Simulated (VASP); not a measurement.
# RuS2 (P4/mmm) in VASP: reference runs

How does RuS2 come out in PBE? The cell is run as given and disturbed.

Program: VASP 6.6.1. These are calculated values, not measurements. Logs are shortened: lines on timing, memory, paths and dates and some standing lists are left out, and cuts for length are marked.

**1. Starting point**

Symmetry: P4/mmm, No. 123, tetragonal system. The conventional cell has a = 4.059 Å, b = 4.059 Å, c = 2.978 Å, α = 90.00°, β = 90.00°, γ = 90.00°. Ru (site symmetry 4/mmm) has 8 S at 2.52 Å as nearest neighbours. S (site symmetry mmm) is surrounded by 4 Ru at 2.52 Å and 4 S at 2.87 Å.

The cell was built by a generator and needn't be a form met in nature.

**2. Single point, PBE**

Contents of INCAR:

```
ALGO = Normal
EDIFF = 1E-7
ENCUT = 520
GGA = PE
ISIF = 2
ISMEAR = -1
LASPH = T
LCHARG = T
LELF = T
LREAL = F
LVHAR = T
LWAVE = F
NBANDS = 20
NELM = 60
PREC = Accurate
SIGMA = 0.05
```

Contents of KPOINTS:

```
k-points
0
Gamma
  7 7 9
```

Contents of POSCAR:

```
RuS2
1.0
    4.0587300000      0.0000000000      0.0000000000
    0.0000000000      4.0587300000      0.0000000000
    0.0000000000      0.0000000000      2.9775100000
Ru S
1 2
Direct
    0.0000000000      0.0000000000      0.0000000000
    0.5000000000      0.0000000000      0.5000000000
    0.0000000000      0.5000000000      0.5000000000
```

Potentials or basis: VASP PAW PBE potentials, release 64 (Ru_pv, S).

Command:

```console
$ cat potpaw_PBE.64/Ru_pv/POTCAR potpaw_PBE.64/S/POTCAR > POTCAR
$ mpirun -np 1 vasp_std > vasp.out
```

OUTCAR:

```text
EDIFF = 1E-7
   ENCUT = 520
   GGA = PE
   ISIF = 2
   ISMEAR = -1
   LASPH = T
   LREAL = F
   NELM = 60
   PREC = Accurate

 ion  position               nearest neighbor table
   1  0.000  0.000  0.000-   2 2.52   3 2.52   2 2.52   3 2.52   3 2.52   3 2.52   2 2.52   2 2.52

   2  0.500  0.000  0.500-   1 2.52   1 2.52   1 2.52   1 2.52
   3  0.000  0.500  0.500-   1 2.52   1 2.52   1 2.52   1 2.52

  LATTYP: Found a simple tetragonal cell.
 ALAT       =     4.0587300000
 C/A-ratio  =     0.7336063251

  Lattice vectors:

 A1 = (   4.0587300000,   0.0000000000,   0.0000000000)
 A2 = (   0.0000000000,   4.0587300000,   0.0000000000)
 A3 = (   0.0000000000,   0.0000000000,   2.9775100000)

Analysis of symmetry for initial positions (statically):
=====================================================================
 Subroutine PRICEL returns:
 Original cell was already a primitive cell.

 Routine SETGRP: Setting up the symmetry group for a
 simple tetragonal supercell.

 Subroutine GETGRP returns: Found 16 space group operations
 (whereof 16 operations were pure point group operations)
 out of a pool of 16 trial point group operations.

The static configuration has the point symmetry D_4h.

Analysis of symmetry for dynamics (positions and initial velocities):
=====================================================================
 Subroutine PRICEL returns:
 Original cell was already a primitive cell.

 Routine SETGRP: Setting up the symmetry group for a
 simple tetragonal supercell.

 Subroutine GETGRP returns: Found 16 space group operations
 (whereof 16 operations were pure point group operations)
 out of a pool of 16 trial point group operations.

The dynamic configuration has the point symmetry D_4h.

 Subroutine INISYM returns: Found 16 space group operations
 (whereof 16 operations are pure point group operations),
 and found     1 'primitive' translations

----------------------------------------------------------------------------------------

                                     Primitive cell

  volume of cell :      49.0494

  direct lattice vectors                    reciprocal lattice vectors
     4.058730000  0.000000000  0.000000000     0.246382489  0.000000000  0.000000000
     0.000000000  4.058730000  0.000000000     0.000000000  0.246382489  0.000000000
     0.000000000  0.000000000  2.977510000     0.000000000  0.000000000  0.335851097

  length of vectors
     4.058730000  4.058730000  2.977510000     0.246382489  0.246382489  0.335851097

  position of ions in fractional coordinates (direct lattice)
     0.000000000  0.000000000  0.000000000
     0.500000000  0.000000000  0.500000000
     0.000000000  0.500000000  0.500000000

  ion indices of the primitive-cell ions
   primitive index   ion index
                 1           1
                 2           2
                 3           3

----------------------------------------------------------------------------------------

 KPOINTS: k-points

Automatic generation of k-mesh.
 Grid dimensions read from file:
 generate k-points for:    7    7    9

 Generating k-lattice:

  Cartesian coordinates                     Fractional coordinates (reciprocal lattice)
     0.035197498  0.000000000  0.000000000     0.142857143  0.000000000  0.000000000
     0.000000000  0.035197498  0.000000000     0.000000000  0.142857143  0.000000000
     0.000000000  0.000000000  0.037316789     0.000000000  0.000000000  0.111111111

  Length of vectors
     0.035197498  0.035197498  0.037316789

  Shift w.r.t. Gamma in fractional coordinates (k-lattice)
     0.000000000  0.000000000  0.000000000

 Subroutine IBZKPT returns following result:
 ===========================================

 Found     50 irreducible k-points:

 Following reciprocal coordinates:
            Coordinates               Weight
  0.000000  0.000000  0.000000      1.000000
  0.142857  0.000000  0.000000      4.000000
  0.285714  0.000000  0.000000      4.000000
  0.428571  0.000000  0.000000      4.000000
  0.142857  0.142857  0.000000      4.000000
  0.285714  0.142857  0.000000      8.000000
[... 16 lines left out ...]
  0.285714  0.000000  0.222222      8.000000
  0.428571  0.000000  0.222222      8.000000
 [... further k-points ...]
   k-points           NKPTS =     50   k-points in BZ     NKDIM =     50   number of bands    NBANDS=     20
   number of dos      NEDOS =    301   number of ions     NIONS =      3
   total plane-waves  NPLWV =  21600
   dimension x,y,z NGX =    30 NGY =   30 NGZ =   24
   dimension x,y,z NGXF=    60 NGYF=   60 NGZF=   48
   ions per type =               1   2
   NGX,Y,Z   is equivalent  to a cutoff of  12.29, 12.29, 13.40 a.u.
   NGXF,Y,Z  is equivalent  to a cutoff of  24.58, 24.58, 26.80 a.u.
 SYSTEM =  unknown system
   PREC   = accura    normal or accurate (medium, high low for compatibility)
   ISTART =      0    job   : 0-new  1-cont  2-samecut
   ICHARG =      2    charge: 1-file 2-atom 10-const
   ISPIN  =      1    spin polarized calculation?
   LNONCOLLINEAR =      F non collinear calculations
   LSORBIT =      F    spin-orbit coupling
   LASPH  =      T    aspherical Exc in radial PAW
   ENCUT  =  520.0 eV  38.22 Ry    6.18 a.u.   7.55  7.55  5.54*2*pi/ulx,y,z
   NELM   =     60;   NELMIN=  2; NELMDL= -5     # of ELM steps
   EDIFF  = 0.1E-06   stopping-criterion for ELM
   LREAL  =      F    real-space projection
   EDIFFG = 0.1E-05   stopping-criterion for IOM
   NSW    =      0    number of steps for IOM
   IBRION =     -1    ionic relax: 0-MD 1-quasi-New 2-CG
   NFREE  =      0    steps in history (QN), initial steepest desc. (CG)
   ISIF   =      2    stress and relaxation
   ISYM   =      2    0-nonsym 1-usesym 2-fastsym
   POTIM  = 0.5000    time-step for ionic-motion
   TEBEG  =    0.0;   TEEND  =   0.0 temperature during run
   PSTRESS=    0.0 pullay stress
   NELECT =      26.0000    total number of electrons
   NUPDOWN=      -1.0000    fix difference up-down
   EMIN   =  10.00;   EMAX   =-10.00  energy-range for DOS
   EFERMI =   0.00;   METHOD = LEGACY
   ISMEAR =    -1;   SIGMA  =   0.05  broadening in eV -4-tet -1-fermi 0-gaus
   EFERMI_NEDOS =   21; number of points for ismear=-14 and -15
   IALGO  =     38    algorithm
   IMIX   =      4    mixing-type and parameters
     AMIX     =   0.40;   BMIX     =  1.00
     AMIX_MAG =   1.60;   BMIX_MAG =  1.00
  volume/ion in A,a.u.               =      16.35       110.33
  Fermi-wavevector in a.u.,A,eV,Ry     =   1.324915  2.503727 23.883672  1.755400
  Thomas-Fermi vector in A             =   2.454415
   LORBIT       =      0    0 simple, 1 ext, 2 COOP (PROOUT), +10 PAW based schemes
   GGA     = PE    functional components
   LHFCALC =     F    Hartree Fock is set to
   AEXX    =    0.0000 exact exchange contribution
   IVDW    =     0    specifies the selected vdW correction
   LEPSILON=     F    determine dielectric tensor
   LRPA    =     F    only Hartree local field effects (RPA)
 non-spin polarized calculation
  energy-cutoff  :      520.00
  volume of cell :       49.05
 maximum number of plane-waves:      1339
 NGX is ok and might be reduce to    30
   NGX = 15   NGY = 15   NGZ = 11

 number of electron      26.0000002 magnetization

 Free energy of the ion-electron system (eV)
  ---------------------------------------------------
  ext. energy  EPLUGINS =         0.00000000
  ---------------------------------------------------
  free energy    TOTEN  =       -16.24681812 eV

  energy without entropy =      -16.22122773  energy(sigma->0) =      -16.23402293

 E-fermi :   7.9751     XC(G=0): -11.3434

 val. band max:        7.9647779741   @ k =   0.2857   0.1429   0.3333
 cond. band min:       7.9789537157   @ k =   0.2857   0.2857   0.2222
 fundamental gap:      0.0141757417
 Fermi energy:         7.9751248138

 k-point     1 :       0.0000    0.0000    0.0000
  band No.  band energies     occupation
      1     -34.6799      2.00000
      2     -34.6799      2.00000
      3     -34.6710      2.00000
      4      -7.5854      2.00000
      5      -4.5078      2.00000
      6       2.7399      2.00000
[... 12 lines left out ...]
     19      17.2321      0.00000
     20      17.3797      0.00000

 k-point     2 :       0.1429    0.0000    0.0000
  band No.  band energies     occupation
      1     -34.6816      2.00000
      2     -34.6798      2.00000
      3     -34.6709      2.00000
      4      -7.4443      2.00000
      5      -4.6431      2.00000
      6       2.4252      2.00000
[... 12 lines left out ...]
     19      17.3595      0.00000
     20      17.5570      0.00000

 k-point     3 :       0.2857    0.0000    0.0000
  band No.  band energies     occupation
      1     -34.6853      2.00000
      2     -34.6797      2.00000
      3     -34.6707      2.00000
      4      -7.0454      2.00000
      5      -5.0438      2.00000
      6       2.0326      2.00000
[... 12 lines left out ...]
     19      17.6658      0.00000
     20      18.5050      0.00000

 k-point     4 :       0.4286    0.0000    0.0000
  band No.  band energies     occupation
      1     -34.6883      2.00000
      2     -34.6795      2.00000
      3     -34.6706      2.00000
      4      -6.4887      2.00000
      5      -5.6162      2.00000
      6       1.8721      2.00000
[... 12 lines left out ...]
     19      17.6291      0.00000
     20      18.8686      0.00000

 k-point     5 :       0.1429    0.1429    0.0000
  band No.  band energies     occupation
      1     -34.6815      2.00000
      2     -34.6815      2.00000
      3     -34.6708      2.00000
      4      -7.3052      2.00000
      5      -4.7448      2.00000
      6       1.9385      2.00000
[... 12 lines left out ...]
     19      17.0111      0.00000
     20      18.3836      0.00000
[... 353 lines left out ...]
      6       2.0317      2.00000
[... 12 lines left out ...]
     19      16.5658      0.00000
     20      17.2996      0.00000

 k-point    22 :       0.1429    0.0000    0.2222
  band No.  band energies     occupation
      1     -34.7610      2.00000
      2     -34.6714      2.00000
      3     -34.6698      2.00000
      4      -6.8730      2.00000
      5      -4.1308      2.00000
      6       2.0602      2.00000
[... 12 lines left out ...]
     19      16.8101      0.00000
     20      17.0987      0.00000

 k-point    23 :       0.2857    0.0000    0.2222
  band No.  band energies     occupation
      1     -34.7606      2.00000
      2     -34.6747      2.00000
      3     -34.6697      2.00000
      4      -6.5128      2.00000
      5      -4.6231      2.00000
      6       2.2512      2.00000
[... 12 lines left out ...]
     19      17.2819      0.00000
     20      17.5492      0.00000

 k-point    24 :       0.4286    0.0000    0.2222
  band No.  band energies     occupation
      1     -34.7603      2.00000
      2     -34.6774      2.00000
      3     -34.6695      2.00000
      4      -5.9699      2.00000
      5      -5.2715      2.00000
      6       2.5293      2.00000
[... 12 lines left out ...]
     19      17.9030      0.00000
     20      18.6258      0.00000

 [... further k-points ...]
[... 5 lines left out ...]
  --------------------------------------------------------------------------------------
  -------------------------------------------------------------------------------------
  Total        0.1220205      0.1220205     -0.2719754      0.0000000     -0.0000000      0.0000000
  in kB        3.9857468      3.9857468     -8.8839616      0.0000000     -0.0000000      0.0000000
  external PRESSURE =      -0.3041560 kB  Pullay stress =       0.0000000 kB

 VOLUME and BASIS-vectors are now :
 -----------------------------------------------------------------------------
  energy-cutoff  :      520.00
  volume of cell :       49.05
      direct lattice vectors                 reciprocal lattice vectors
     4.058730000  0.000000000  0.000000000     0.246382489  0.000000000  0.000000000
     0.000000000  4.058730000  0.000000000     0.000000000  0.246382489  0.000000000
     0.000000000  0.000000000  2.977510000     0.000000000  0.000000000  0.335851097

 POSITION                                       TOTAL-FORCE (eV/Angst)
 -----------------------------------------------------------------------------------
      0.00000      0.00000      0.00000         0.000000      0.000000      0.000000
      2.02936      0.00000      1.48876         0.000000      0.000000      0.000000
      0.00000      2.02936      1.48876         0.000000      0.000000      0.000000
 -----------------------------------------------------------------------------------
    total drift:                                0.000000      0.000000      0.000000

  FREE ENERGIE OF THE ION-ELECTRON SYSTEM (eV)
  ---------------------------------------------------
  free  energy   TOTEN  =       -16.2468181188 eV

  energy  without entropy=      -16.2212277321  energy(sigma->0) =      -16.23402293
```

It took 46 s on 1 thread of Intel Xeon Platinum 8488C (Sapphire Rapids), shared host; peak memory 0.17 GiB.

Results:

```
Free energy            : -16.2468 eV
Pressure               : 0.0 GPa
Band gap on the k mesh : none (metal or under the smearing width)
```

**3. Single point, PBE (atoms moved at random, drawn with an rms of 0.05 Å)**

Contents of INCAR:

```
ALGO     = Normal         # electronic algorithm
EDIFF    = 1E-7           # SCF threshold, eV
ENCUT    = 520            # plane-wave cutoff, eV
GGA      = PE             # functional
ISIF     = 2              # what is computed and relaxed
ISMEAR   = -1             # smearing method
LASPH    = True           # aspherical terms in the spheres
LCHARG   = False          # write CHGCAR
LREAL    = False          # projectors in reciprocal space
LWAVE    = False          # write WAVECAR
NBANDS   = 20             # bands
NELM     = 100            # most SCF steps
PREC     = Accurate       # precision mode
SIGMA    = 0.05           # smearing width, eV
```

KPOINTS is that of step 2.

Contents of POSCAR:

```
RuS2
1.0
    4.0587300000      0.0000000000      0.0000000000
    0.0000000000      4.0587300000      0.0000000000
    0.0000000000      0.0000000000      2.9775100000
Ru S
1 2
Direct
   -0.0010920000     -0.0174390000     -0.0085940000
    0.4962770000     -0.0122760000      0.4979380000
    0.0091950000      0.4978290000      0.5048260000
```

Potentials or basis: VASP PAW PBE potentials, release 64 (Ru_pv, S).

Command:

```console
$ cat potpaw_PBE.64/Ru_pv/POTCAR potpaw_PBE.64/S/POTCAR > POTCAR
$ mpirun -np 1 vasp_std > vasp.out
```

OUTCAR:

```text
EDIFF = 1E-7
   ENCUT = 520
   GGA = PE
   ISIF = 2
   ISMEAR = -1
   LASPH = True
   LREAL = False
   NELM = 100
   PREC = Accurate

 ion  position               nearest neighbor table
   1  0.999  0.983  0.991-   3 2.44   3 2.49   2 2.50   2 2.51   2 2.52   2 2.54   3 2.54   3 2.59

   2  0.496  0.988  0.498-   1 2.50   1 2.51   1 2.52   1 2.54
   3  0.009  0.498  0.505-   1 2.44   1 2.49   1 2.54   1 2.59

  LATTYP: Found a simple tetragonal cell.
 ALAT       =     4.0587300000
 C/A-ratio  =     0.7336063251

  Lattice vectors:

[... 194 lines left out ...]
      5      -4.5060      2.00000
      6       2.7060      2.00000
[... 541 lines left out ...]
     19      16.8934      0.00000
     20      17.6203      0.00000

 [... further k-points ...]
[... 5 lines left out ...]
  --------------------------------------------------------------------------------------
  -------------------------------------------------------------------------------------
  Total        0.1894432      0.2816782     -0.2583245      0.0013883      0.0822717     -0.0226049
  in kB        6.1880819      9.2008975     -8.4380597      0.0453496      2.6873687     -0.7383796
  external PRESSURE =       2.3169732 kB  Pullay stress =       0.0000000 kB

 VOLUME and BASIS-vectors are now :
 -----------------------------------------------------------------------------
  energy-cutoff  :      520.00
  volume of cell :       49.05
      direct lattice vectors                 reciprocal lattice vectors
     4.058730000  0.000000000  0.000000000     0.246382489  0.000000000  0.000000000
     0.000000000  4.058730000  0.000000000     0.000000000  0.246382489  0.000000000
     0.000000000  0.000000000  2.977510000     0.000000000  0.000000000  0.335851097

 POSITION                                       TOTAL-FORCE (eV/Angst)
 -----------------------------------------------------------------------------------
      4.05430      3.98795      2.95192        -0.160804     -0.187272      0.057760
      2.01425      4.00891      1.48262         0.089506      0.168896     -0.070259
      0.03732      2.02055      1.50312         0.071298      0.018376      0.012499
 -----------------------------------------------------------------------------------
    total drift:                               -0.000071      0.000082     -0.000176

  FREE ENERGIE OF THE ION-ELECTRON SYSTEM (eV)
  ---------------------------------------------------
  free  energy   TOTEN  =       -16.2501325549 eV

  energy  without entropy=      -16.2245341198  energy(sigma->0) =      -16.23733334
```

stdout:

```text
POSCAR found type information on POSCAR RuS
 POSCAR found :  2 types and       3 ions
 scaLAPACK will be used
 LDA part: xc-table for (Slater+PW92), standard interpolation
 POSCAR, INCAR and KPOINTS ok, starting setup
 FFT: planning ... GRIDC
 FFT: planning ... GRID_SOFT
 FFT: planning ... GRID
 WAVECAR not read
 entering main loop
```

Wall time 3 min (1 thread of Intel Xeon Platinum 8488C (Sapphire Rapids), shared host); peak memory 0.3 GiB.

What came out:

```yaml
Free_energy: -16.2501 eV
Pressure: 0.2 GPa
Largest_force: 0.254 eV/Å
Band_gap_on_the_k_mesh: none (metal or under the smearing width)
```

Forces in eV/Å, atoms in the order of the input:
```
Ru  -0.161 -0.187  0.058
S    0.090  0.169 -0.070
S    0.071  0.018  0.012
```

Stress tensor (GPa, compression positive):
```
 0.62  0.00 -0.07
 0.00  0.92  0.27
-0.07  0.27 -0.84
```
